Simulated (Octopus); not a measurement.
Crystal: Be.

```
CELL_PARAMETERS angstrom
2.28530 0.00000 0.00000
-1.14265 1.97913 0.00000
0.00000 0.00000 3.58420
ATOMIC_POSITIONS crystal
Be 0.66667 0.33333 0.75000
Be 0.33333 0.66667 0.25000
```

```yaml
Program: Octopus 16.4
Task: single point
Functional: PBE
Potentials_or_basis: pseudodojo_pbe (PseudoDojo 0.5, PBE)
Grid_spacing: 0.120 × 0.120 × 0.119 Å
k_mesh: 13 × 13 × 8
Occupations: fermi-dirac, width 0.05 eV
Spin: no spin polarisation
```

On this cell: largest force under 0.003 eV/Å; band gap on the k mesh none (metal or under the smearing width).

The same run follows on a disturbed copy (atoms moved at random, drawn with an rms of 0.05 Å):

```
Be
1.0
     2.28530    0.00000    0.00000
    -1.14265    1.97913    0.00000
     0.00000    0.00000    3.58420
Be
2
Direct
  0.68824 0.33844 0.75018
  0.31739 0.65676 0.25854
```

What does the disturbed cell give?

The energy (extrapolated to zero smearing) moves by +7.1 meV/atom; largest force 0.364 eV/Å; band gap on the k mesh none (metal or under the smearing width).

Forces in eV/Å, atoms in the order of the input:
```
Be  -0.257 -0.119  0.229
Be   0.257  0.119 -0.229
```
